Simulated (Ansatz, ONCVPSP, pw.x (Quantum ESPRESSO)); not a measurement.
# Equation-of-state test of one ONCV potential (gallium)

```json
{
 "Element": "gallium (Ga)",
 "Generator": "ONCVPSP 4.0.1.1 (patched build)",
 "Type": "optimised norm-conserving Vanderbilt (ONCV)",
 "Functional": "LDA (Perdew-Wang 92)",
 "Relativity": "scalar-relativistic",
 "Frozen core": "[Ar] 3d10",
 "Valence charge": "3",
 "Reference configuration": "4s1.5 4p1.5",
 "Partial waves": "4s: rc 1.95 bohr, ncon 4, nbas 8, qcut 2.6 1/bohr, 2 projectors, debl 2 Ha; 4p: rc 2.40 bohr, ncon 5, nbas 9, qcut 3 1/bohr, 2 projectors, debl 3.7 Ha",
 "Local potential": "polynomial inside 1.40 bohr (lpopt 5, dvloc0 0 Ha)",
 "Core correction": "Teter function, fcfact 3, rcfact 1.5"
}
```

Crystal test: fcc Ga in pw.x 7.5, no spin, 14³ k-points, Fermi–Dirac smearing 0.01 Ry, cutoffs 105/420 Ry. The lattice is a test structure that the element need not adopt, and mesh and smearing are coarse.

pw.x input:

```
&control
  calculation='scf', prefix='x', pseudo_dir='./', outdir='./tmp', tstress=.true., disk_io='none'
/
&system
  ibrav=0, nat=1, ntyp=1, ecutwfc=105, ecutrho=420, nbnd=8,
  occupations='smearing', smearing='fd', degauss=0.01
/
&electrons
  conv_thr=1e-09, mixing_beta=0.4, electron_maxstep=70
/
ATOMIC_SPECIES
Ga 1.0 Ga.UPF
CELL_PARAMETERS angstrom
  0.00000000 2.04681242 2.04681242
  2.04681242 0.00000000 2.04681242
  2.04681242 2.04681242 0.00000000
ATOMIC_POSITIONS crystal
Ga 0.0000 0.0000 0.0000
K_POINTS automatic
14 14 14 0 0 0
```

```bash
pw.x < Ga.scf.in > Ga.scf.out
```

Question: How does the run end?

Answer: It converges; the pressure is -20.98 GPa against -0.02 GPa from all-electron LAPW. This is a poor potential for the solid. The pseudo pressure rises with volume over the whole range, a mechanical instability. The log shows:

```
Message from routine setup:
     using ibrav=0 with symmetry is DISCOURAGED, use correct ibrav instead
     lattice parameter (alat)  =       5.4701  a.u.
     unit-cell volume          =     115.7339 (a.u.)^3
     number of electrons       =         3.00
     number of Kohn-Sham states=            8
     kinetic-energy cutoff     =     105.0000  Ry
     charge density cutoff     =     420.0000  Ry
     scf convergence threshold =      1.0E-09
     Exchange-correlation= SLA  PW   NOGX NOGC
     number of k points=   104  Fermi-Dirac smearing, width (Ry)=  0.0100
     iteration #  1     ecut=   105.00 Ry     beta= 0.40
     total energy              =      -5.45633979 Ry
     estimated scf accuracy    <       0.00144253 Ry
     iteration #  2     ecut=   105.00 Ry     beta= 0.40
     total energy              =      -5.45616623 Ry
     estimated scf accuracy    <       0.00045755 Ry
     iteration #  3     ecut=   105.00 Ry     beta= 0.40
     total energy              =      -5.45618562 Ry
     estimated scf accuracy    <       0.00000158 Ry
     iteration #  4     ecut=   105.00 Ry     beta= 0.40
     total energy              =      -5.45618637 Ry
     estimated scf accuracy    <          3.3E-09 Ry
     iteration #  5     ecut=   105.00 Ry     beta= 0.40
     the Fermi energy is     5.9011 ev
!    total energy              =      -5.45618639 Ry
     estimated scf accuracy    <          8.0E-10 Ry
     smearing contrib. (-TS)   =      -0.00194875 Ry
     The total energy is F=E-TS. E is the sum of the following terms:
     one-electron contribution =       2.59397129 Ry
     hartree contribution      =       0.01257916 Ry
     xc contribution           =      -2.72667919 Ry
     ewald contribution        =      -5.33410891 Ry
     convergence has been achieved in   5 iterations
          total   stress  (Ry/bohr**3)                   (kbar)     P=     -209.81
     Message from routine punch:
     Nothing written, as per user request (disk_io='none')
```
